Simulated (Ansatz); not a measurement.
Equation of state of SrO and its gap

A database entry relaxed whole under r2SCAN (Fm-3m):

```
CELL_PARAMETERS angstrom
0.00000 2.58054 2.58054
2.58054 0.00000 2.58054
2.58054 2.58054 0.00000
ATOMIC_POSITIONS crystal
Sr 0.50000 0.50000 0.50000
O 0.00000 0.00000 0.00000
```

The cell was scaled uniformly, its shape held, and the atoms relaxed at each volume with plane-wave PAW DFT (Ansatz 0.2.0; r2SCAN, 500 eV, 10×10×10 Γ-centred mesh, fermi-dirac occupations of width 0.020 eV; no spin, no spin-orbit coupling). One row is withheld.

```csv
volume (Å³/atom),energy over the lowest (meV/atom),pressure (GPa),gap over mesh and path (eV)
16.153,19.9,6.59,3.767
16.497,8.4,4.13,3.780
16.841,2.0,1.93,3.791
17.184,0.0,-0.05,3.799
17.528,2.0,-1.82,3.805
17.872,?,?,?
18.215,16.5,-4.83,3.812
```

Q: Fit the pressures of the other rows to the third-order Birch-Murnaghan form.

A: With f = [(V₀/V)^(2/3) − 1]/2 and P = 3B₀f(1 + 2f)^(5/2)[1 + 3(B₀′ − 4)f/2], least squares gives V₀ = 17.18 Å³ an atom, B₀ = 93.6 GPa and B₀′ = 4.5; the rows miss the fit by less than 0.01 GPa. The slope of the energies differs from these pressures by less than 0.05 GPa.

Q: How does the gap move with volume?

A: A parabola in ln(V/V₀) through the other rows has the slope dE_g/d ln V = +0.4 eV at V₀, so by B₀ the gap moves by -4 meV a GPa: it narrows under pressure.

Q: What does the withheld row hold?

A: The fit gives -3.40 GPa at 17.872 Å³; the run gave -3.40 GPa and 7.7 meV an atom. Its gap is 3.810 eV, against 3.809 eV from the parabola.

Caveats: the shape of the cell was held; 0 K, fixed nuclei; the symmetry was kept, and this need not be the phase that is stable at 0 K; one mesh for all volumes; r2SCAN gaps lie as a rule under measured ones; the slope of the gap can be off by tens of per cent, more where shallow d levels or spin-orbit coupling act on the edges; pressure is positive in compression.
